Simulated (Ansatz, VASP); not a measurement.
**Two plane-wave programs on Mo**

Contents of INCAR:

```
ALGO = Fast
EDIFF = 1E-7
ENCUT = 520
GGA = RE
ISIF = 2
ISMEAR = -1
LASPH = True
LCHARG = False
LREAL = False
LWAVE = False
NBANDS = 36
NELM = 60
PREC = Accurate
SIGMA = 0.1
```

File KPOINTS:

```
k-points
0
Gamma
  15 15 4
```

The input POSCAR:

```
Mo
1.0
    2.7444256414      0.0000000000      0.0000000000
   -1.3722128207      2.3767423242      0.0000000000
    0.0000000000      0.0000000000      9.5655303475
Mo
4
Direct
    1.0000000000      0.0000000000      1.0000000000
    0.0000000000      0.0000000000      0.5000000000
    0.3333333333      0.6666666667      0.2500000000
    0.6666666667      0.3333333333      0.7500000000
```

Input for Ansatz:

```yaml
crystal:
  lattice:
    - [2.7444256414, 0.0, 0.0]
    - [-1.3722128207, 2.3767423242, 0.0]
    - [0.0, 0.0, 9.5655303475]
  atoms:
    - { symbol: Mo, position: [1.0, 0.0, 1.0] }
    - { symbol: Mo, position: [0.0, 0.0, 0.5] }
    - { symbol: Mo, position: [0.3333333333, 0.6666666667, 0.25] }
    - { symbol: Mo, position: [0.6666666667, 0.3333333333, 0.75] }
hamiltonian:
  xc: revpbe
  pseudopotentials:
    kind: paw
    azcp:
      Mo: "pseudopotentials/Mo.paw.azcp"
basis:
  ecutwfc: 420
  fft_grid_basis: typed
kpoints:
  mp_grid: { grid: [15, 15, 4], shift: [0, 0, 0] }
magnetization:
  spin_polarized: false
scf:
  occupations: { method: fermi_dirac, width: 0.1 }
  lower_state_search: "off"
output:
  stress: true
  write_density: true
  write_potential: true
  elf: true
  volumetric_format: npy
```

Alike in both runs: task single point; functional revPBE; k mesh 15 × 15 × 4; occupations fermi-dirac, width 0.1 eV; no spin polarisation.

|  | VASP | Ansatz |
| --- | --- | --- |
| version | VASP 6.6.1 | Ansatz 0.2.0 |
| potentials or method | VASP PAW PBE potentials, release 64 (Mo_sv) | plane waves (420 eV) with PAW, scalar-relativistic |
| plane-wave cutoff (eV) | 520 | 420 |
| valence electrons in the cell | 56 | 56 |

VASP gave:

- pressure (GPa): 10.7
- largest component of the traceless stress (GPa): 1.32

Problem. What did Ansatz give for the same quantities?

Solution. Pressure (GPa): 10.2; largest component of the traceless stress (GPa): 1.25.

Caveats: the PAW data sets were made with another functional, which shifts forces and pressure a little (VASP).
